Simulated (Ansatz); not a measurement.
# MoSe2: the cost of one run

Program: Ansatz 0.2.0. Level of theory: DFT PBE+U (U = 3 eV, J = 0.5 eV on Mo d), plane waves, PAW. These are calculated values, not measurements.

The COD entry's cell or inner coordinates are ideal or old and differ from later refinements, so a difference from it is no clean test against experiment.

## Step 1: Starting point

The structure is hexagonal, space group P6_3/mmc (No. 194). Conventional cell: a = 3.288 Å, b = 3.288 Å, c = 12.900 Å, α = 90.00°, β = 90.00°, γ = 120.00°. Mo (site symmetry -6m2) has 6 Se at 2.49 Å as nearest neighbours. Around Se (site symmetry 3m) lie 3 Mo at 2.49 Å.

Structure file:

```
Mo Se
1.0
     3.28800    0.00000    0.00000
    -1.64400    2.84749    0.00000
     0.00000    0.00000   12.90000
Mo Se
2 4
Cartesian
  0.0000 1.8983 3.2250
  1.6440 0.9492 9.6750
  0.0000 1.8983 8.0625
  1.6440 0.9492 1.6125
  0.0000 1.8983 11.2875
  1.6440 0.9492 4.8375
```

Magnetic order typed: opposed in the cell.

An earlier series on this cell reached its lowest free state from «natural orbitals of the symmetric run, filled by rank», perhaps among other starts (it ended without moments).

## Step 2: Random orbitals: single harmonics, second filling

Input file input.yaml:

```yaml
crystal:
  lattice:
    - [3.28799957, 0.0, 0.0]
    - [-1.64399979, 2.84749116, 0.0]
    - [0.0, 0.0, 12.90000092]
  atoms:
    - { symbol: Mo, position: [0.3333333333, 0.6666666667, 0.25], spin: 0.3 }
    - { symbol: Mo, position: [0.6666666667, 0.3333333333, 0.75], spin: -0.3 }
    - { symbol: Se, position: [0.3333333333, 0.6666666667, 0.625] }
    - { symbol: Se, position: [0.6666666667, 0.3333333333, 0.125] }
    - { symbol: Se, position: [0.3333333333, 0.6666666667, 0.875] }
    - { symbol: Se, position: [0.6666666667, 0.3333333333, 0.375] }
basis:
  ecutwfc: 420
  ecutrho_ratio: 4
kpoints:
  mp_grid: { grid: [7, 7, 2] }
hamiltonian:
  xc: pbe
  hubbard:
    sites:
      - { site: 0, l: d, u: 3.0, j: 0.5, starting_ns: [{ spin: up, occupation_matrix: s0up }, { spin: down, occupation_matrix: s0down }] }
      - { site: 1, l: d, u: 3.0, j: 0.5, starting_ns: [{ spin: up, occupation_matrix: s1up }, { spin: down, occupation_matrix: s1down }] }
    occupation_matrices:
      s0up:
        matrix:
          - [0.97, 0.0, 0.0, 0.0, 0.0]
          - [0.0, 0.02, 0.0, 0.0, 0.0]
          - [0.0, 0.0, 0.02, 0.0, 0.0]
          - [0.0, 0.0, 0.0, 0.02, 0.0]
          - [0.0, 0.0, 0.0, 0.0, 0.02]
      s0down:
        matrix:
          - [0.02, 0.0, 0.0, 0.0, 0.0]
          - [0.0, 0.02, 0.0, 0.0, 0.0]
          - [0.0, 0.0, 0.02, 0.0, 0.0]
          - [0.0, 0.0, 0.0, 0.97, 0.0]
          - [0.0, 0.0, 0.0, 0.0, 0.02]
      s1up:
        matrix:
          - [0.97, 0.0, 0.0, 0.0, 0.0]
          - [0.0, 0.02, 0.0, 0.0, 0.0]
          - [0.0, 0.0, 0.02, 0.0, 0.0]
          - [0.0, 0.0, 0.0, 0.02, 0.0]
          - [0.0, 0.0, 0.0, 0.0, 0.02]
      s1down:
        matrix:
          - [0.97, 0.0, 0.0, 0.0, 0.0]
          - [0.0, 0.02, 0.0, 0.0, 0.0]
          - [0.0, 0.0, 0.02, 0.0, 0.0]
          - [0.0, 0.0, 0.0, 0.02, 0.0]
          - [0.0, 0.0, 0.0, 0.0, 0.02]
    ns_hold: until_converged
scf:
  occupations: { method: gaussian, width: 0.05 }
  lower_state_search: "off"
  max_iter: 150
output:
  forces: true
  stress: true
  eigenvalues: true
  populations: true
  hubbard: { sites: [{ site: 0, l: d }, { site: 1, l: d }] }
magnetization:
  spin_polarized: true
```

The typed matrices put 0.97 on the chosen orbitals and 0.02 on the others, and are held until the SCF converges, then released.

Launch:

```console
> ansatz run input.yaml --threads 4 --pin off --max-ram 6144MiB --backend cpu --events-out ev --progress --plain --runs-dir out
```

Q: Estimate wall time and peak memory on 4 threads of Intel Xeon Platinum 8488C (Sapphire Rapids), shared host.

About 35 s, with a peak of 0.78 GiB.
